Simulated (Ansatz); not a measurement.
The system is Ta2C.

```
CELL_PARAMETERS angstrom
3.10590 0.00000 0.00000
-1.55295 2.68979 0.00000
0.00000 0.00000 4.94640
ATOMIC_POSITIONS crystal
Ta 0.66667 0.33333 0.74799
Ta 0.33333 0.66667 0.25201
C 0.00000 0.00000 0.00000
```

Base run:

- Program: Ansatz 0.2.0
- Functional: LDA
- Potentials or basis: Ansatz PAW
- Cutoff: 420 eV
- Density cutoff: 1680 eV
- k mesh: 10 × 10 × 6
- Occupations: fermi-dirac, width 0.05 eV
- Spin: no spin polarisation

Its results: band gap on the k mesh none (metal or under the smearing width); pressure -8.3 GPa.

The run is repeated on the same cell with these changes: functional from LDA to PBEsol. What comes out?

Band gap on the k mesh none (metal or under the smearing width); pressure -3.1 GPa.

PBEsol binds less tightly than LDA, so the same cell stands under more pressure.

Caveats: the PAW data sets come from PBE, with cores solved anew for the run's functional, which leaves a small shift of forces and pressure.

Not every run made on this cell is shown here.
